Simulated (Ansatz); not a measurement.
Structure: AgCl built on the CsCl prototype, at its r2SCAN minimum. Around Ag lie 8 Cl at 2.94 Å; around Cl lie 8 Ag at 2.94 Å.

Space group Pm-3m (No. 221). a = 3.396 Å, b = 3.396 Å, c = 3.396 Å, α = 90.00°, β = 90.00°, γ = 90.00°

| atom | site | symmetry | x | y | z |
| --- | --- | --- | --- | --- | --- |
| Ag | 1a | m-3m | 0.0000 | 0.0000 | 0.0000 |
| Cl | 1b | m-3m | 0.5000 | 0.5000 | 0.5000 |

3 runs of Ansatz 0.2.0 on this cell differ in the functional (and in the settings that go with it). Levels are in eV from each run's valence top; v1 is the last filled band, c1 the first empty one.

Run A, mean stress +1.6 GPa (compression positive):
```
point     v5     v3     v1    c1    c2    c3
    Γ  -1.85  -1.61  -1.61  0.58  9.28  9.28
    X  -2.70  -1.47   0.00  4.92  5.67  9.18
    M  -2.17  -2.16  -0.95  2.78  9.07  9.07
```

Run B, mean stress +1.1 GPa (compression positive):
```
point     v5     v3     v1    c1     c2     c3
    Γ  -2.43  -1.57  -1.57  2.70  11.51  11.51
    X  -3.27  -1.89   0.00  7.05   8.23  11.41
    M  -2.75  -2.74  -0.87  4.96  11.55  11.55
```

Run C, mean stress -6.3 GPa (compression positive):
```
point     v5     v3     v1    c1    c2    c3
    Γ  -1.92  -1.62  -1.62  0.29  9.13  9.13
    X  -2.79  -1.52   0.00  4.63  5.44  9.00
    M  -2.25  -2.24  -0.94  2.50  8.81  8.81
```

Question: Match the runs to LDA, PBE, PBE0.

Answer: A is PBE, B is PBE0, C is LDA. In order of the gap: LDA 0.29, PBE 0.58, PBE0 2.70 eV.

No spin polarisation. The prototype was imposed, so other structures may be more stable.

The runs are scalar-relativistic, without spin-orbit coupling.

The program warns that its thresholds are loose for a hybrid's stress.

The meshes of the hybrids are coarse, so their gaps aren't converged to the digits shown.
